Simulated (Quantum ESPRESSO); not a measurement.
Runs of Quantum ESPRESSO 7.5 on CsPbCl3. The structure is cubic, space group Pm-3m (No. 221). Conventional cell: a = 5.605 Å, b = 5.605 Å, c = 5.605 Å, α = 90.00°, β = 90.00°, γ = 90.00°. Pb (site symmetry m-3m) is surrounded by 6 Cl at 2.80 Å. Cs (site symmetry m-3m) has 12 Cl at 3.96 Å as nearest neighbours. Around Cl (site symmetry 4/mmm) lie 2 Pb at 2.80 Å. 

| level | potentials or basis | cutoff (eV) | form of the LDA correlation | pressure (GPa) |
| --- | --- | --- | --- | --- |
| AM05 | PseudoDojo 0.4.1 SR PBE standard | 789 | - | 0.9 |
| WC | PseudoDojo 0.4.1 SR PBE standard | 789 | - | (b) |
| PBEsol | PseudoDojo 0.4.1 SR PBEsol standard | 789 | - | 0.1 |
| LDA | PseudoDojo 0.4.1 SR LDA standard | 762 | PW92 | (a) |
| BLYP | PseudoDojo 0.4.1 SR PBE standard | 789 | - | 3.2 |

Alike in all rows: task dielectric tensor; no spin polarisation; cell as given; k mesh 4 × 4 × 4, shifted; smearing fermi-dirac 0.05 eV.

**Question.** Estimate the missing entries.

**Answer.** (a) -1.3; (b) 0.3.

Caveats: the potentials were made for another functional, which shifts forces and pressure (some runs); the cell is more than 3 GPa from zero pressure, which shifts response properties (some runs).

Runs at the PBE level aren't shown here.
